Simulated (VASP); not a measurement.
# Be (P6_3/mmc) in VASP: further runs

One crystal, Be, is run at these levels: LDA; tasks: relaxation of shape and atoms at fixed volume.

Program: VASP 6.6.1. These are calculated values, not measurements. Logs are shortened: lines on timing, memory, paths and dates and some standing lists are left out, and cuts for length are marked.

### Step 1. The undisturbed crystal

Symmetry: P6_3/mmc, No. 194, hexagonal system. Conventional cell: a = 2.285 Å, b = 2.285 Å, c = 3.584 Å, α = 90.00°, β = 90.00°, γ = 120.00°. Around Be (site symmetry -6m2) lie 12 Be at 2.23 to 2.29 Å.

### Step 2. Relaxation of shape and atoms at fixed volume, LDA (a relaxed cell with its volume scaled by 0.96)

INCAR reads:

```
SYSTEM = Be
ALGO = Normal
EDIFF = 1E-7
EDIFFG = -0.01
ENCUT = 600
IBRION = 2
ISIF = 4
ISMEAR = 1
LASPH = .True.
LCHARG = .False.
LREAL = .False.
LWAVE = .False.
NELM = 80
NSW = 40
PREC = Accurate
SIGMA = 0.1
```

KPOINTS reads:

```
k-points
0
Gamma
  18 18 10
  0 0 0
```

POSCAR reads:

```
Be                                      
1.0
    2.1965481841     -0.0000000000     -0.0000000000
   -1.0982740921      1.9022665281      0.0000000000
    0.0000000000     -0.0000000000      3.4779427021
  Be            
     2
Direct
     0.3333333332999970    0.6666666667000030    0.2500000000000000
     0.6666666667000030    0.3333333332999970    0.7500000000000000
```

Potentials or basis: VASP PAW LDA potentials, release 64 (Be).

Started as:

```bash
cat potpaw_LDA.64/Be/POTCAR > POTCAR
mpirun -np 1 vasp_std > vasp.out
```

OUTCAR:

```text
SYSTEM = Be
   EDIFF = 1E-7
   EDIFFG = -0.01
   ENCUT = 600
   IBRION = 2
   ISIF = 4
   ISMEAR = 1
   LASPH = .True.
   LREAL = .False.
   NELM = 80
   NSW = 40
   PREC = Accurate

 ion  position               nearest neighbor table
   1  0.333  0.667  0.250-   2 2.15   2 2.15   2 2.15   2 2.15   2 2.15   2 2.15
   2  0.667  0.333  0.750-   1 2.15   1 2.15   1 2.15   1 2.15   1 2.15   1 2.15

  LATTYP: Found a hexagonal cell.
 ALAT       =     2.1965481841
 C/A-ratio  =     1.5833673612

  Lattice vectors:

 A1 = (   2.1965481841,   0.0000000000,   0.0000000000)
 A2 = (  -1.0982740921,   1.9022665281,   0.0000000000)
 A3 = (   0.0000000000,   0.0000000000,   3.4779427021)

Analysis of symmetry for initial positions (statically):
=====================================================================
 Subroutine PRICEL returns:
 Original cell was already a primitive cell.

 Routine SETGRP: Setting up the symmetry group for a
 hexagonal supercell.

 Subroutine GETGRP returns: Found 24 space group operations
 (whereof 12 operations were pure point group operations)
 out of a pool of 24 trial point group operations.

The static configuration has the point symmetry D_3d.
 The point group associated with its full space group is D_6h.

Analysis of symmetry for dynamics (positions and initial velocities):
=====================================================================
 Subroutine PRICEL returns:
 Original cell was already a primitive cell.

 Routine SETGRP: Setting up the symmetry group for a
 hexagonal supercell.

 Subroutine GETGRP returns: Found 24 space group operations
 (whereof 12 operations were pure point group operations)
 out of a pool of 24 trial point group operations.

The dynamic configuration has the point symmetry D_3d.
 The point group associated with its full space group is D_6h.

 Subroutine INISYM returns: Found 24 space group operations
 (whereof 12 operations are pure point group operations),
 and found     1 'primitive' translations

----------------------------------------------------------------------------------------

                                     Primitive cell

[... 149 lines left out ...]
  Total        0.5031354      0.5031354      0.5631732     -0.0000000      0.0000000      0.0000000
  in kB       55.4703551     55.4703551     62.0894821     -0.0000000      0.0000000      0.0000000
  external PRESSURE =      57.6767307 kB  Pullay stress =       0.0000000 kB

 VOLUME and BASIS-vectors are now :
 -----------------------------------------------------------------------------
  energy-cutoff  :      600.00
  volume of cell :       14.53
      direct lattice vectors                 reciprocal lattice vectors
     2.196548184  0.000000000  0.000000000     0.455259760  0.262844345  0.000000000
    -1.098274092  1.902266528  0.000000000     0.000000000  0.525688690  0.000000000
     0.000000000  0.000000000  3.477942702     0.000000000  0.000000000  0.287526301

 POSITION                                       TOTAL-FORCE (eV/Angst)
 -----------------------------------------------------------------------------------
     -0.00000      1.26818      0.86949         0.000000     -0.000000      0.000000
      1.09827      0.63409      2.60846        -0.000000      0.000000      0.000000
 -----------------------------------------------------------------------------------
    total drift:                                0.000000     -0.000000      0.000000

  FREE ENERGIE OF THE ION-ELECTRON SYSTEM (eV)
  ---------------------------------------------------
  free  energy   TOTEN  =        -8.4059549335 eV

  energy  without entropy=       -8.4057588289  energy(sigma->0) =       -8.40588957

--------------------------------------- Ionic step        2  -------------------------------------------

 number of electron       4.0000000 magnetization

 Free energy of the ion-electron system (eV)
  ---------------------------------------------------
  ext. energy  EPLUGINS =         0.00000000
  ---------------------------------------------------
  free energy    TOTEN  =        -8.40598450 eV

  energy without entropy =       -8.40578401  energy(sigma->0) =       -8.40591767

 E-fermi :   7.6469     XC(G=0): -10.9025

 val. band max:        7.4914905721   @ k =   0.2778   0.2778   0.1000
 cond. band min:       7.6511047202   @ k =   0.3333   0.2778   0.3000
 fundamental gap:      0.1596141481
 Fermi energy:         7.6468726372

 k-point     1 :       0.0000    0.0000    0.0000
  band No.  band energies     occupation
      1      -4.1860      2.00000
      2       2.6519      2.00000
      3       8.8824     -0.00000
      4      24.4352      0.00000
      5      24.4352      0.00000
      6      27.4026      0.00000
[... 199 lines left out ...]
 k-point    24 :       0.3889    0.1111    0.0000
  band No.  band energies     occupation
      1       1.7361      2.00000
      2       5.5199      2.00000
      3      10.5614      0.00000
      4      13.4411      0.00000
      5      15.1305      0.00000
      6      15.7807      0.00000

 [... further k-points ...]

------------------------ aborting loop because EDIFF is reached ----------------------------------------

  FORCE on cell =-STRESS in cart. coord.  units (eV):
  Direction    XX          YY          ZZ          XY          YZ          ZX
  --------------------------------------------------------------------------------------
  -------------------------------------------------------------------------------------
  Total        0.5212623      0.5212623      0.5224858     -0.0000000      0.0000000      0.0000000
  in kB       57.4688320     57.4688320     57.6037239     -0.0000000      0.0000000      0.0000000
  external PRESSURE =      57.5137960 kB  Pullay stress =       0.0000000 kB

 VOLUME and BASIS-vectors are now :
 -----------------------------------------------------------------------------
  energy-cutoff  :      600.00
  volume of cell :       14.53
      direct lattice vectors                 reciprocal lattice vectors
     2.195488355 -0.000000000  0.000000000     0.455479528  0.262971228 -0.000000000
    -1.097744178  1.901348689  0.000000000     0.000000000  0.525942456 -0.000000000
     0.000000000  0.000000000  3.481301330    -0.000000000 -0.000000000  0.287248906

 POSITION                                       TOTAL-FORCE (eV/Angst)
 -----------------------------------------------------------------------------------
     -0.00000      1.26757      0.87033        -0.000000      0.000000      0.000000
      1.09774      0.63378      2.61098         0.000000     -0.000000      0.000000
 -----------------------------------------------------------------------------------
    total drift:                                0.000000     -0.000000      0.000000

  FREE ENERGIE OF THE ION-ELECTRON SYSTEM (eV)
  ---------------------------------------------------
  free  energy   TOTEN  =        -8.4059845031 eV

  energy  without entropy=       -8.4057840105  energy(sigma->0) =       -8.40591767

 reached required accuracy - stopping structural energy minimisation
```

OSZICAR:

```text
N       E                     dE             d eps       ncg     rms          rms(c)
DAV:   1    -0.344053995415E+01   -0.34405E+01   -0.19834E+03  2664   0.619E+02
DAV:   2    -0.844492561513E+01   -0.50044E+01   -0.47307E+01  3900   0.593E+01
DAV:   3    -0.847092009060E+01   -0.25994E-01   -0.25995E-01  3366   0.457E+00
DAV:   4    -0.847093321288E+01   -0.13122E-04   -0.13122E-04  3852   0.944E-02
DAV:   5    -0.847093321995E+01   -0.70717E-08   -0.71347E-08  3360   0.116E-03    0.132E+00
DAV:   6    -0.842619292611E+01    0.44740E-01   -0.31673E-03  3084   0.566E-01    0.798E-01
DAV:   7    -0.840596548304E+01    0.20227E-01   -0.50641E-03  3090   0.703E-01    0.223E-02
DAV:   8    -0.840595617000E+01    0.93130E-05   -0.11497E-05  4098   0.395E-02    0.574E-03
DAV:   9    -0.840595494136E+01    0.12286E-05   -0.63815E-07  3090   0.913E-03    0.558E-04
DAV:  10    -0.840595493349E+01    0.78713E-08   -0.14484E-09  2664   0.457E-04
   1 F= -.84059549E+01 E0= -.84058896E+01  d E =-.840595E+01
       N       E                     dE             d eps       ncg     rms          rms(c)
DAV:   1    -0.840598520050E+01   -0.30259E-04   -0.34170E-04  3360   0.125E-01    0.720E-03
DAV:   2    -0.840598480429E+01    0.39622E-06   -0.13966E-06  2982   0.107E-02    0.437E-03
DAV:   3    -0.840598450305E+01    0.30124E-06   -0.19721E-07  3354   0.248E-03    0.564E-05
DAV:   4    -0.840598450308E+01   -0.30994E-10   -0.18254E-09  1746   0.426E-04
   2 F= -.84059845E+01 E0= -.84059177E+01  d E =-.295696E-04
```

Run time: 13 s. Hardware: 1 thread of Intel Xeon Platinum 8488C (Sapphire Rapids), shared host; peak memory 0.12 GiB.

What came out:

```
Free energy               : -8.4060 eV
Energy gained by relaxing : 0.0 meV/atom
Ionic steps               : 2
Pressure after relaxing   : 5.8 GPa
Band gap on the k mesh    : none (metal or under the smearing width)
```

Final structure:
```yaml
crystal:
  lattice:
    - [2.19549, 0.00000, 0.00000]
    - [-1.09774, 1.90135, 0.00000]
    - [0.00000, 0.00000, 3.48130]
  atoms:
    - { symbol: Be, position: [0.33333, 0.66667, 0.25000] }
    - { symbol: Be, position: [0.66667, 0.33333, 0.75000] }
```

Levels at points of the mesh, in eV from the Fermi level:
```csv
k point,band 1,band 2,band 3,band 4,band 5,band 6
"(0.00, 0.00, 0.00)",-11.83,-4.99,1.24,16.79,16.79,19.76
"(0.50, 0.00, 0.00)",-5.45,-3.31,3.59,6.61,7.08,9.81
"(0.00, 0.00, 0.50)",-9.66,-9.66,10.99,10.99,18.50,18.50
"(0.50, 0.00, 0.50)",-4.05,-4.05,1.80,1.80,12.54,12.54
```

### Step 3. Relaxation of shape and atoms at fixed volume, LDA (a relaxed cell with its volume scaled by 0.98)

INCAR is that of step 2.

KPOINTS is that of step 2.

POSCAR reads:

```
Be                                      
1.0
    2.2116972710     -0.0000000000     -0.0000000000
   -1.1058486355      1.9153860222      0.0000000000
    0.0000000000     -0.0000000000      3.5019292718
  Be            
     2
Direct
     0.3333333332999970    0.6666666667000030    0.2500000000000000
     0.6666666667000030    0.3333333332999970    0.7500000000000000
```

Potentials or basis: VASP PAW LDA potentials, release 64 (Be).

Started as:

```bash
cat potpaw_LDA.64/Be/POTCAR > POTCAR
mpirun -np 1 vasp_std > vasp.out
```

It took 12 s on 1 thread of Intel Xeon Platinum 8488C (Sapphire Rapids), shared host; peak memory 0.13 GiB.

The run converged. Its results:

* Free energy: -8.4140 eV
* Pressure after relaxing: 2.8 GPa
* Band gap on the k mesh: none (metal or under the smearing width)

Stress tensor (GPa, compression positive):
```
2.66 0.00 0.00
0.00 2.66 0.00
0.00 0.00 2.97
```

Final structure:
```cif
data_structure
_symmetry_space_group_name_H-M 'P 1'
_symmetry_Int_Tables_number 1
_cell_length_a 2.2117
_cell_length_b 2.2117
_cell_length_c 3.5019
_cell_angle_alpha 90.000
_cell_angle_beta 90.000
_cell_angle_gamma 120.000
_cell_volume 14.84
loop_
_atom_site_label
_atom_site_type_symbol
_atom_site_fract_x
_atom_site_fract_y
_atom_site_fract_z
_atom_site_occupancy
Be1 Be 0.33333 0.66667 0.25000 1
Be2 Be 0.66667 0.33333 0.75000 1
```

Levels at points of the mesh, in eV from the Fermi level:
| k point | band 1 | band 2 | band 3 | band 4 | band 5 |
| --- | --- | --- | --- | --- | --- |
| (0.00, 0.00, 0.00) | -11.72 | -4.90 | 1.19 | 16.49 | 16.49 |
| (0.50, 0.00, 0.00) | -5.37 | -3.29 | 3.55 | 6.54 | 6.96 |
| (0.00, 0.00, 0.50) | -9.56 | -9.56 | 10.86 | 10.86 | 18.17 |
| (0.50, 0.00, 0.50) | -3.98 | -3.98 | 1.72 | 1.72 | 12.33 |

Caveat: the relaxation stopped at its first step, so nothing moved.
